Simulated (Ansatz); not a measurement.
# Ru: the cost of one run

Method: DFT PBE, scalar-relativistic, plane waves, PAW, in Ansatz 0.2.0.

1 further run of the same task is left out (it didn't finish).

## Step 1: The starting structure

Symmetry: P6_3/mmc, No. 194, hexagonal system. Conventional cell: a = 2.706 Å, b = 2.706 Å, c = 4.282 Å, α = 90.00°, β = 90.00°, γ = 120.00°. Around Ru (site symmetry -6m2) lie 12 Ru at 2.65 to 2.71 Å.

As a file:

```cif
data_structure
_symmetry_space_group_name_H-M 'P 1'
_symmetry_Int_Tables_number 1
_cell_length_a 2.7058
_cell_length_b 2.7058
_cell_length_c 4.2819
_cell_angle_alpha 90.000
_cell_angle_beta 90.000
_cell_angle_gamma 120.000
_cell_volume 27.15
loop_
_atom_site_label
_atom_site_type_symbol
_atom_site_fract_x
_atom_site_fract_y
_atom_site_fract_z
_atom_site_occupancy
Ru1 Ru 0.33333 0.66667 0.25000 1
Ru2 Ru 0.66667 0.33333 0.75000 1
```

The structure comes from the Crystallography Open Database.

## Step 2: Self-consistent density

The input, input.yaml:

```yaml
crystal:
  lattice:
    - [2.7058, 0.0, 0.0]
    - [-1.3529, 2.3432915376, 0.0]
    - [0.0, 0.0, 4.2819]
  atoms:
    - { symbol: Ru, position: [0.3333333333, 0.6666666667, 0.25] }
    - { symbol: Ru, position: [0.6666666667, 0.3333333333, 0.75] }
basis:
  ecutwfc: 420
  fft_grid_basis: typed
kpoints:
  mp_grid: { grid: [15, 15, 8] }
hamiltonian:
  xc: pbe
scf:
  occupations: { method: gaussian, width: 0.05 }
output:
  forces: true
  stress: true
  eigenvalues: true
  bader: true
  write_density: true
  volumetric_format: npy
  elf: true
```

Run with:

```bash
ansatz run input.yaml --threads 2 --pin off --max-ram 4096MiB --backend cpu --events-out ev --progress --plain --runs-dir out
```

Q: Estimate wall time and peak memory on 2 threads of AMD EPYC 7R43 (Zen 3), shared host.

About 7 s, with a peak of 0.39 GiB.
